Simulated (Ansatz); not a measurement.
Runs of Ansatz 0.2.0 on InP. The structure is cubic, space group Fm-3m (No. 225). The conventional cell has a = 5.538 Å, b = 5.538 Å, c = 5.538 Å, α = 90.00°, β = 90.00°, γ = 90.00°. In (site symmetry m-3m) is surrounded by 6 P at 2.77 Å. P (site symmetry m-3m) has 6 In at 2.77 Å as nearest neighbours. Measurements of this composition are mostly on another form, of space group No. 216.

```tsv
task	level	cell	cutoff (eV)	gap on the mesh (eV)	pressure (GPa)
relaxation of cell and atoms	HSEsol	relaxed	420	none	0.0
single point	r2SCAN0	as given	500	none	-3.5
single point	r2SCANh	as given	500	none	-2.5
single point	r2SCAN50	as given	500	none	(a)
```

Alike in all rows: potentials or basis Ansatz PAW; no spin polarisation; k mesh 4 × 4 × 4; smearing fermi-dirac 0.05 eV; the mesh is coarse, so values aren't converged.

**Question.** Estimate the missing entries.

**Answer.** (a) -5.2.

Caveats: all runs use coarse meshes; the PAW data sets come from PBE, with cores solved anew for the run's functional, which leaves a small shift of forces and pressure; the thresholds are loose for stress (some runs); the plane-wave basis is chosen anew once the cell has moved, so the energies of steps on either side of that aren't comparable (some runs).

A k mesh can miss the band edges, and the runs leave out spin-orbit coupling on In.

A gap of «none» marks a metal or a gap under the smearing width.
